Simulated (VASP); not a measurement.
Crystal: Pt.

```
Pt
1.0
     0.00000    1.96090    1.96090
     1.96090    0.00000    1.96090
     1.96090    1.96090    0.00000
Pt
1
Direct
  0.00000 0.00000 0.00000
```

- Program: VASP 6.6.1
- Task: relaxation of cell and atoms
- Functional: BLYP
- Dispersion: D3(BJ)
- Potentials or basis: VASP PAW PBE potentials, release 64 (Pt)
- Cutoff: 600 eV
- k mesh: 12 × 12 × 12
- Occupations: fermi-dirac, width 0.05 eV
- Spin: no spin polarisation

At the start: pressure 6.9 GPa; volume 15.08 Å³/atom.

Where does the relaxation end?

Over 4 steps the energy falls by 8.0 meV/atom and the volume is 15.46 Å³/atom (+2.5 %); space group Fm-3m (No. 225, to 0.05 Å).

The path:
```tsv
step	energy change (eV)	largest force (eV/Å)	pressure (GPa)	volume (Å³)
1	0.0000	0.0000	6.93	15.08
2	0.0453	0.0000	-14.56	16.55
3	-0.0080	0.0000	-0.18	15.47
4	-0.0080	0.0000	-0.02	15.46
```

Final structure:
```
Pt
1.0
     0.00000    1.97729    1.97729
     1.97729    0.00000    1.97729
     1.97729    1.97729    0.00000
Pt
1
Direct
  0.00000 0.00000 0.00000
```

Caveat: the PAW data sets were made with another functional, which shifts forces and pressure a little; pairwise dispersion overbinds metals, which lowers pressure and volume.
